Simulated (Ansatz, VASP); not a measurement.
Pt: VASP beside Ansatz

```
Pt
1.0
    -1.60798    1.60798    1.53669
     1.60798   -1.60798    1.53669
     1.60798    1.60798   -1.53669
Pt
1
Direct
  0.00000 0.00000 0.00000
```

Change from the starting cell: strain +0.015 along x and y, -0.030 along z, atoms carried along.

Alike in both runs: task single point; functional PBEsol; k mesh 22 × 22 × 22; occupations gaussian, width 0.15 eV; no spin polarisation.

|  | VASP | Ansatz |
| --- | --- | --- |
| version | VASP 6.6.1 | Ansatz 0.2.0 |
| potentials or method | VASP PAW PBE potentials, release 64 (Pt) | scalar-relativistic, plane waves, PAW |
| plane-wave cutoff (eV) | 520 | 420 |
| valence electrons in the cell | 10 | 18 |

|  | VASP | Ansatz | Ansatz less VASP |
| --- | --- | --- | --- |
| gap on the k mesh at the Fermi level (eV) | none | none | - |
| pressure (GPa) | -11.2 | -10.9 | +0.34 |
| largest component of the traceless stress (GPa) | 3.05 | 3.05 | +0.009 |

A gap of «none» marks a metal or a gap that the smearing closes. The two sets of potentials don't hold the same shells in valence.

Caveats: the PAW data sets were made with another functional, which shifts forces and pressure a little (VASP). The runs have no spin-orbit coupling, so splittings on Pt are missing.
